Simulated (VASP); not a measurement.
# TiO2 (P4_2/mnm) in VASP: notebook

One crystal, TiO2, is run at these levels: BLYP+D3, BLYP+D3(BJ), BLYP+D4; tasks: relaxation of cell and atoms.

All numbers are computed with VASP 6.6.1; they aren't measurements. Logs are shortened: lines on timing, memory, paths and dates and some standing lists are left out, and cuts for length are marked.

## (1) The structure

The structure is tetragonal, space group P4_2/mnm (No. 136). The conventional cell has a = 4.600 Å, b = 4.600 Å, c = 2.959 Å, α = 90.00°, β = 90.00°, γ = 90.00°. Around Ti (site symmetry mmm) lie 6 O at 1.95 to 1.98 Å. Around O (site symmetry m2m) lie 3 Ti at 1.95 to 1.98 Å.

The cell is a database's computed one.

## (2) Relaxation of cell and atoms, BLYP+D3

Input file INCAR:

```
PREC = Accurate
ENCUT = 600
EDIFF = 1E-7
ISMEAR = -1
SIGMA = 0.05
LREAL = F
LASPH = T
NELM = 100
ALGO = Normal
ISIF = 3
LWAVE = F
LCHARG = F
GGA = B5
ALDAX = 1.0
AGGAX = 1.0
AGGAC = 1.0
ALDAC = 0.0
IVDW = 11
VDW_S6 = 1.0
VDW_S8 = 1.682
VDW_SR = 1.094
VDW_SR8 = 1.0
IBRION = 2
NSW = 60
EDIFFG = -0.005
```

Input file KPOINTS:

```
regular mesh
0
Gamma
  6 6 9
```

Input file POSCAR:

```
TiO2
1.0
    4.5998373239      0.0000000000      0.0000000000
    0.0000000000      4.5998373239      0.0000000000
    0.0000000000      0.0000000000      2.9592135600
Ti O
2 4
Direct
    0.0000000000      0.0000000000      0.5000000000
    0.5000000000      0.5000000000      0.0000000000
    0.3043213200      0.3043213200      0.5000000000
    0.1956786800      0.8043213200      0.0000000000
    0.8043213200      0.1956786800      0.0000000000
    0.6956786800      0.6956786800      0.5000000000
```

Potentials or basis: VASP PAW PBE potentials, release 64 (Ti_sv, O).

Launch:

```console
> cat potpaw_PBE.64/Ti_sv/POTCAR potpaw_PBE.64/O/POTCAR > POTCAR
> mpirun -np 1 vasp_std > vasp.out
```

OUTCAR:

```text
PREC = Accurate
   ENCUT = 600
   EDIFF = 1E-7
   ISMEAR = -1
   LREAL = F
   LASPH = T
   NELM = 100
   ISIF = 3
   GGA = B5
   IVDW = 11
   IBRION = 2
   NSW = 60
   EDIFFG = -0.005
 IVDW          = 11

 ion  position               nearest neighbor table
   1  0.000  0.000  0.500-   4 1.95   5 1.95   4 1.95   5 1.95   3 1.98   6 1.98
   2  0.500  0.500  0.000-   3 1.95   6 1.95   3 1.95   6 1.95   5 1.98   4 1.98
   3  0.304  0.304  0.500-   2 1.95   2 1.95   1 1.98
   4  0.196  0.804  0.000-   1 1.95   1 1.95   2 1.98
   5  0.804  0.196  0.000-   1 1.95   1 1.95   2 1.98
   6  0.696  0.696  0.500-   2 1.95   2 1.95   1 1.98

  LATTYP: Found a simple tetragonal cell.
 ALAT       =     4.5998373239
 C/A-ratio  =     0.6433300466

  Lattice vectors:

 A1 = (   4.5998373239,   0.0000000000,   0.0000000000)
 A2 = (   0.0000000000,   4.5998373239,   0.0000000000)
 A3 = (   0.0000000000,   0.0000000000,   2.9592135600)

Analysis of symmetry for initial positions (statically):
=====================================================================
 Subroutine PRICEL returns:
 Original cell was already a primitive cell.

 Routine SETGRP: Setting up the symmetry group for a
 simple tetragonal supercell.

 Subroutine GETGRP returns: Found 16 space group operations
 (whereof  8 operations were pure point group operations)
 out of a pool of 16 trial point group operations.

The static configuration has the point symmetry D_2h.
 The point group associated with its full space group is D_4h.

Analysis of symmetry for dynamics (positions and initial velocities):
=====================================================================
 Subroutine PRICEL returns:
 Original cell was already a primitive cell.

 Routine SETGRP: Setting up the symmetry group for a
 simple tetragonal supercell.

 Subroutine GETGRP returns: Found 16 space group operations
 (whereof  8 operations were pure point group operations)
 out of a pool of 16 trial point group operations.

The dynamic configuration has the point symmetry D_2h.
 The point group associated with its full space group is D_4h.

 Subroutine INISYM returns: Found 16 space group operations
 (whereof  8 operations are pure point group operations),
 and found     1 'primitive' translations

----------------------------------------------------------------------------------------

                                     Primitive cell

  volume of cell :      62.6125

  direct lattice vectors                    reciprocal lattice vectors
     4.599837324  0.000000000  0.000000000     0.217398993  0.000000000  0.000000000
     0.000000000  4.599837324  0.000000000     0.000000000  0.217398993  0.000000000
     0.000000000  0.000000000  2.959213560     0.000000000  0.000000000  0.337927622

  length of vectors
     4.599837324  4.599837324  2.959213560     0.217398993  0.217398993  0.337927622

  position of ions in fractional coordinates (direct lattice)
     0.000000000  0.000000000  0.500000000
     0.500000000  0.500000000  0.000000000
     0.304321320  0.304321320  0.500000000
     0.195678680  0.804321320  0.000000000
     0.804321320  0.195678680  0.000000000
     0.695678680  0.695678680  0.500000000

  ion indices of the primitive-cell ions
   primitive index   ion index
                 1           1
                 2           2
                 3           3
                 4           4
                 5           5
                 6           6

----------------------------------------------------------------------------------------

 KPOINTS: regular mesh

Automatic generation of k-mesh.
 Grid dimensions read from file:
 generate k-points for:    6    6    9

 Generating k-lattice:

  Cartesian coordinates                     Fractional coordinates (reciprocal lattice)
     0.036233165  0.000000000  0.000000000     0.166666667  0.000000000  0.000000000
     0.000000000  0.036233165  0.000000000     0.000000000  0.166666667  0.000000000
     0.000000000  0.000000000  0.037547514     0.000000000  0.000000000  0.111111111

  Length of vectors
     0.036233165  0.036233165  0.037547514

  Shift w.r.t. Gamma in fractional coordinates (k-lattice)
     0.000000000  0.000000000  0.000000000

 Subroutine IBZKPT returns following result:
 ===========================================

 Found     50 irreducible k-points:

 Following reciprocal coordinates:
            Coordinates               Weight
  0.000000  0.000000  0.000000      1.000000
  0.166667  0.000000  0.000000      4.000000
  0.333333  0.000000  0.000000      4.000000
  0.500000  0.000000  0.000000      2.000000
  0.166667  0.166667  0.000000      4.000000
  0.333333  0.166667  0.000000      8.000000
[... 16 lines left out ...]
  0.333333  0.000000  0.222222      8.000000
  0.500000  0.000000  0.222222      4.000000
 [... further k-points ...]
   k-points           NKPTS =     50   k-points in BZ     NKDIM =     50   number of bands    NBANDS=     28
   number of dos      NEDOS =    301   number of ions     NIONS =      6
   total plane-waves  NPLWV =  38400
   dimension x,y,z NGX =    40 NGY =   40 NGZ =   24
   dimension x,y,z NGXF=    80 NGYF=   80 NGZF=   48
   ions per type =               2   4
   NGX,Y,Z   is equivalent  to a cutoff of  14.46, 14.46, 13.48 a.u.
   NGXF,Y,Z  is equivalent  to a cutoff of  28.91, 28.91, 26.97 a.u.
 SYSTEM =  unknown system
   PREC   = accura    normal or accurate (medium, high low for compatibility)
   ISTART =      0    job   : 0-new  1-cont  2-samecut
   ICHARG =      2    charge: 1-file 2-atom 10-const
   ISPIN  =      1    spin polarized calculation?
   LNONCOLLINEAR =      F non collinear calculations
   LSORBIT =      F    spin-orbit coupling
   LASPH  =      T    aspherical Exc in radial PAW
   ENCUT  =  600.0 eV  44.10 Ry    6.64 a.u.   9.19  9.19  5.91*2*pi/ulx,y,z
   NELM   =    100;   NELMIN=  2; NELMDL= -5     # of ELM steps
   EDIFF  = 0.1E-06   stopping-criterion for ELM
   LREAL  =      F    real-space projection
   EDIFFG = -.5E-02   stopping-criterion for IOM
   NSW    =     60    number of steps for IOM
   IBRION =      2    ionic relax: 0-MD 1-quasi-New 2-CG
   NFREE  =      1    steps in history (QN), initial steepest desc. (CG)
   ISIF   =      3    stress and relaxation
   ISYM   =      2    0-nonsym 1-usesym 2-fastsym
   POTIM  = 0.5000    time-step for ionic-motion
   TEBEG  =    0.0;   TEEND  =   0.0 temperature during run
   PSTRESS=    0.0 pullay stress
   NELECT =      48.0000    total number of electrons
   NUPDOWN=      -1.0000    fix difference up-down
   EMIN   =  10.00;   EMAX   =-10.00  energy-range for DOS
   EFERMI =   0.00;   METHOD = LEGACY
   ISMEAR =    -1;   SIGMA  =   0.05  broadening in eV -4-tet -1-fermi 0-gaus
   EFERMI_NEDOS =   21; number of points for ismear=-14 and -15
   IALGO  =     38    algorithm
   IMIX   =      4    mixing-type and parameters
     AMIX     =   0.40;   BMIX     =  1.00
     AMIX_MAG =   1.60;   BMIX_MAG =  1.00
  volume/ion in A,a.u.               =      10.44        70.42
  Fermi-wavevector in a.u.,A,eV,Ry     =   1.498309  2.831394 30.544140  2.244931
  Thomas-Fermi vector in A             =   2.610085
   LORBIT       =      0    0 simple, 1 ext, 2 COOP (PROOUT), +10 PAW based schemes
   GGA     = B5    functional components
   LHFCALC =     F    Hartree Fock is set to
   AEXX    =    0.0000 exact exchange contribution
   IVDW    =    11    specifies the selected vdW correction
   LEPSILON=     F    determine dielectric tensor
   LRPA    =     F    only Hartree local field effects (RPA)
 conjugate gradient relaxation of ions
 non-spin polarized calculation
  energy-cutoff  :      600.00
  volume of cell :       62.61
 maximum number of plane-waves:      2112
 NGX is ok and might be reduce to    40
   NGX = 19   NGY = 19   NGZ = 11

--------------------------------------- Ionic step        1  -------------------------------------------

 number of electron      47.9999987 magnetization

 Free energy of the ion-electron system (eV)
  ---------------------------------------------------
  ext. energy  EPLUGINS =         0.00000000
  ---------------------------------------------------
  free energy    TOTEN  =       -51.43959152 eV

  energy without entropy =      -51.43959152  energy(sigma->0) =      -51.43959152

------------------------ aborting loop because EDIFF is reached ----------------------------------------

 Edisp (eV)   -2.07559

 E8    (eV) :    -1.3953

  FORCE on cell =-STRESS in cart. coord.  units (eV):
  Direction    XX          YY          ZZ          XY          YZ          ZX
  --------------------------------------------------------------------------------------
  -------------------------------------------------------------------------------------
  Total       2.47498     2.47498     2.31894    -0.00000     0.00000     0.00000
  in kB      63.33168    63.33168    59.33877    -0.00000     0.00000     0.00000
  external pressure =       62.00 kB  Pullay stress =        0.00 kB
[... 201 lines left out ...]
  energy  without entropy=      -53.5483421331  energy(sigma->0) =      -53.54834213

--------------------------------------- Ionic step        6  -------------------------------------------

 number of electron      47.9999982 magnetization

 Free energy of the ion-electron system (eV)
  ---------------------------------------------------
  ext. energy  EPLUGINS =         0.00000000
  ---------------------------------------------------
  free energy    TOTEN  =       -51.51921033 eV

  energy without entropy =      -51.51921033  energy(sigma->0) =      -51.51921033

 E-fermi :   5.6730     XC(G=0): -10.7910

 val. band max:        4.8055722353   @ k =   0.0000   0.0000   0.0000
 cond. band min:       6.5871773926   @ k =   0.0000   0.0000   0.0000
 fundamental gap:      1.7816051573
 Fermi energy:         5.6729695887

 k-point     1 :       0.0000    0.0000    0.0000
  band No.  band energies     occupation
      1     -52.0142      2.00000
      2     -51.9997      2.00000
      3     -28.4342      2.00000
      4     -28.4342      2.00000
      5     -28.2915      2.00000
      6     -28.2915      2.00000
[... 733 lines left out ...]
     27       7.8225      0.00000
     28       7.8225      0.00000

 [... further k-points ...]

------------------------ aborting loop because EDIFF is reached ----------------------------------------

 Edisp (eV)   -2.02930

 E8    (eV) :    -1.3642

  FORCE on cell =-STRESS in cart. coord.  units (eV):
  Direction    XX          YY          ZZ          XY          YZ          ZX
  --------------------------------------------------------------------------------------
  -------------------------------------------------------------------------------------
  Total       0.02919     0.02919     0.02851     0.00000     0.00000     0.00000
  in kB       0.72704     0.72704     0.71010     0.00000     0.00000     0.00000
  external pressure =        0.72 kB  Pullay stress =        0.00 kB
[... 21 lines left out ...]
  FREE ENERGIE OF THE ION-ELECTRON SYSTEM (eV)
  ---------------------------------------------------
  free  energy   TOTEN  =       -53.5485067929 eV

  energy  without entropy=      -53.5485067918  energy(sigma->0) =      -53.54850679

 reached required accuracy - stopping structural energy minimisation
```

Wall time 12 min (1 thread of AMD EPYC 7R43 (Zen 3), shared host); peak memory 0.21 GiB.

Results:

```yaml
Free_energy: -53.5485 eV
Relaxed_volume: 10.72 Å³/atom
Relaxed_cell: a = 4.653 Å, b = 4.653 Å, c = 2.972 Å, α = 90.00°, β = 90.00°, γ = 90.00°
Space_group_after_relaxing_to_0.05_Å: P4_2/mnm (No. 136)
Energy_gained_by_relaxing: 5.6 meV/atom
Ionic_steps: 6
Pressure_after_relaxing: 0.1 GPa
Band_gap_on_the_k_mesh: 1.78 eV, direct
Dispersion_energy_per_atom: -0.338 eV
```

Step by step:
| step | energy change (eV) | largest force (eV/Å) | pressure (GPa) | volume (Å³) |
| --- | --- | --- | --- | --- |
| 1 | 0.0000 | 0.1135 | 6.20 | 62.61 |
| 2 | 0.0154 | 0.2350 | -6.78 | 66.34 |
| 3 | -0.0315 | 0.0531 | -0.04 | 64.26 |
| 4 | -0.0315 | 0.0500 | 0.07 | 64.22 |
| 5 | -0.0332 | 0.0146 | 0.07 | 64.30 |
| 6 | -0.0333 | 0.0008 | 0.07 | 64.34 |

Final structure:
```
Ti O
1.0
     4.65286    0.00000    0.00000
     0.00000    4.65286    0.00000
     0.00000    0.00000    2.97174
Ti O
2 4
Direct
  0.00000 0.00000 0.50000
  0.50000 0.50000 0.00000
  0.30439 0.30439 0.50000
  0.19561 0.80439 0.00000
  0.80439 0.19561 0.00000
  0.69561 0.69561 0.50000
```

Caveat: the PAW data sets were made with another functional, which shifts forces and pressure a little; an odd mesh through Γ misses points on the zone boundary, where band edges often lie. A hybrid or GW would open this gap; BLYP tends to underestimate it.

## (3) Relaxation of cell and atoms, BLYP+D3(BJ)

Input file INCAR:

```
SYSTEM = TiO2
  PREC = Accurate
  ENCUT = 600
  EDIFF = 1E-6
  ISMEAR = -1
  SIGMA = 0.05
  LREAL = .False.
  LASPH = .True.
  NELM = 100
  ALGO = Normal
  ISIF = 3
  LWAVE = .False.
  LCHARG = .False.
  GGA = B5
  ALDAX = 1.0
  AGGAX = 1.0
  AGGAC = 1.0
  ALDAC = 0.0
  IVDW = 12
  VDW_S6 = 1.0
  VDW_S8 = 2.6996
  VDW_A1 = 0.4298
  VDW_A2 = 4.2359
  IBRION = 2
  NSW = 40
  EDIFFG = -0.005
```

Input file KPOINTS:

```
Automatic mesh
0
Gamma
  6 6 9
  0 0 0
```

POSCAR is that of step 2.

Potentials or basis: VASP PAW PBE potentials, release 64 (Ti_sv, O).

Launch:

```console
> cat potpaw_PBE.64/Ti_sv/POTCAR potpaw_PBE.64/O/POTCAR > POTCAR
> mpirun -np 1 vasp_std > vasp.out
```

Run time: 8.6 min. Hardware: 1 thread of AMD EPYC 7R43 (Zen 3), shared host; peak memory 0.21 GiB.

It converged, with:

```
Free energy                            : -54.6955 eV
Relaxed volume                         : 10.52 Å³/atom
Relaxed cell                           : a = 4.611 Å, b = 4.611 Å, c = 2.969 Å, α = 90.00°, β = 90.00°, γ = 90.00°
Space group after relaxing (to 0.05 Å) : P4_2/mnm (No. 136)
Energy gained by relaxing              : 0.7 meV/atom
Ionic steps                            : 5
Pressure after relaxing                : -0.1 GPa
Largest force after relaxing           : 0.004 eV/Å
Band gap on the k mesh                 : 1.79 eV, direct
Dispersion energy per atom             : -0.537 eV
```

Forces in eV/Å, atoms in the order of the input:
```
Ti   0.000  0.000  0.000
Ti   0.000  0.000  0.000
O   -0.003 -0.003  0.000
O    0.003 -0.003  0.000
O   -0.003  0.003  0.000
O    0.003  0.003  0.000
```

Step by step:
```
step  energy change (eV)  largest force (eV/Å)  pressure (GPa)  volume (Å³)
   1              0.0000                0.1128            2.06        62.61
   2              0.0024                0.0883           -2.73        63.84
   3             -0.0042                0.0195           -0.09        63.15
   4             -0.0042                0.0212           -0.06        63.14
   5             -0.0042                0.0043           -0.05        63.12
```

Final structure:
```
Ti O
1.0
     4.61054    0.00000    0.00000
     0.00000    4.61054    0.00000
     0.00000    0.00000    2.96930
Ti O
2 4
Direct
  0.00000 0.00000 0.50000
  0.50000 0.50000 0.00000
  0.30381 0.30381 0.50000
  0.19619 0.80381 0.00000
  0.80381 0.19619 0.00000
  0.69619 0.69619 0.50000
```

Levels at points of the mesh, in eV from the valence-band top:
```tsv
k point	band 21	band 22	band 23	band 24	band 25	band 26	band 27	band 28
(0.00, 0.00, 0.00)	-0.72	-0.47	-0.47	0.00	1.79	2.08	2.29	2.40
(0.50, 0.00, 0.00)	-1.65	-1.65	-0.72	-0.72	2.44	2.44	2.92	2.92
(0.50, 0.50, 0.00)	-1.31	-1.31	-1.09	-1.09	1.83	1.83	2.42	2.42
```

Caveat: the PAW data sets were made with another functional, which shifts forces and pressure a little; an odd mesh through Γ misses points on the zone boundary, where band edges often lie.

## (4) Relaxation of cell and atoms, BLYP+D4

Input file INCAR:

```
PREC = Accurate
ENCUT = 600
EDIFF = 1E-7
ISMEAR = -1
SIGMA = 0.05
LREAL = F
LASPH = T
NELM = 100
ALGO = Normal
ISIF = 3
LWAVE = F
LCHARG = F
GGA = B5
ALDAX = 1.0
AGGAX = 1.0
AGGAC = 1.0
ALDAC = 0.0
IVDW = 13
VDW_S6 = 1.0
VDW_S8 = 2.34076671
VDW_A1 = 0.44488865
VDW_A2 = 4.0933009
IBRION = 2
NSW = 40
EDIFFG = -0.01
```

Input file KPOINTS:

```
Automatic mesh
0
Gamma
  6 6 9
```

POSCAR is that of step 3.

Launch:

```console
> cat potpaw_PBE.64/Ti_sv/POTCAR potpaw_PBE.64/O/POTCAR > POTCAR
> mpirun -np 1 vasp_std > vasp.out
```

Run time: 10 min. Hardware: 1 thread of AMD EPYC 7R43 (Zen 3), shared host; peak memory 0.18 GiB.

The run converged. Its results:

- Free energy: -53.7825 eV
- Relaxed volume: 10.56 Å³/atom
- Relaxed cell: a = 4.618 Å, b = 4.618 Å, c = 2.972 Å, α = 90.00°, β = 90.00°, γ = 90.00°
- Space group after relaxing (to 0.05 Å): P4_2/mnm (No. 136)
- Energy gained by relaxing: 1.2 meV/atom
- Ionic steps: 5
- Pressure after relaxing: 0.0 GPa
- Band gap on the k mesh: 1.80 eV, direct
- Dispersion energy per atom: -0.383 eV

Forces in eV/Å, atoms in the order of the input:
```
Ti   0.000  0.000  0.000
Ti   0.000  0.000  0.000
O    0.002  0.002  0.000
O   -0.002  0.002  0.000
O    0.002 -0.002  0.000
O   -0.002 -0.002  0.000
```

Step by step:
| step | energy change (eV) | largest force (eV/Å) | pressure (GPa) | volume (Å³) |
| --- | --- | --- | --- | --- |
| 1 | 0.0000 | 0.0735 | 2.96 | 62.61 |
| 2 | 0.0046 | 0.1186 | -3.55 | 64.37 |
| 3 | -0.0073 | 0.0146 | 0.00 | 63.38 |
| 4 | -0.0073 | 0.0129 | 0.05 | 63.36 |
| 5 | -0.0073 | 0.0025 | 0.04 | 63.38 |

Final structure:
```yaml
crystal:
  lattice:
    - [4.61821, 0.00000, 0.00000]
    - [0.00000, 4.61821, 0.00000]
    - [0.00000, 0.00000, 2.97192]
  atoms:
    - { symbol: Ti, position: [0.00000, 0.00000, 0.50000] }
    - { symbol: Ti, position: [0.50000, 0.50000, 0.00000] }
    - { symbol: O, position: [0.30417, 0.30417, 0.50000] }
    - { symbol: O, position: [0.19583, 0.80417, 0.00000] }
    - { symbol: O, position: [0.80417, 0.19583, 0.00000] }
    - { symbol: O, position: [0.69583, 0.69583, 0.50000] }
```

Levels at points of the mesh, in eV from the valence-band top:
```
           k point  band 20  band 21  band 22  band 23  band 24  band 25  band 26  band 27  band 28
(0.00, 0.00, 0.00)    -1.96    -0.71    -0.46    -0.46     0.00     1.80     2.09     2.30     2.40
(0.50, 0.00, 0.00)    -3.01    -1.63    -1.63    -0.72    -0.72     2.44     2.44     2.91     2.91
(0.50, 0.50, 0.00)    -2.13    -1.30    -1.30    -1.07    -1.07     1.83     1.83     2.42     2.42
```

Caveat: the PAW data sets were made with another functional, which shifts forces and pressure a little; an odd mesh through Γ misses points on the zone boundary, where band edges often lie.

## (5) The runs side by side

| level | gap on the mesh (eV) | pressure (GPa) | relaxed volume (Å³/atom) |
| --- | --- | --- | --- |
| BLYP+D3 | 1.78 | 0.1 | 10.72 |
| BLYP+D3(BJ) | 1.79 | -0.1 | 10.52 |
| BLYP+D4 | 1.80 | 0.0 | 10.56 |

Alike in all rows: task relaxation of cell and atoms; potentials or basis VASP PAW PBE potentials, release 64 (Ti_sv, O); no spin polarisation; cell relaxed; k mesh 6 × 6 × 9; cutoff (eV) 600; smearing fermi-dirac 0.05 eV.

Caveats: the PAW data sets were made with another functional, which shifts forces and pressure a little; an odd mesh through Γ misses points on the zone boundary, where band edges often lie.

Total energies depend on the potentials used, so only differences within one code and one set of settings carry meaning.
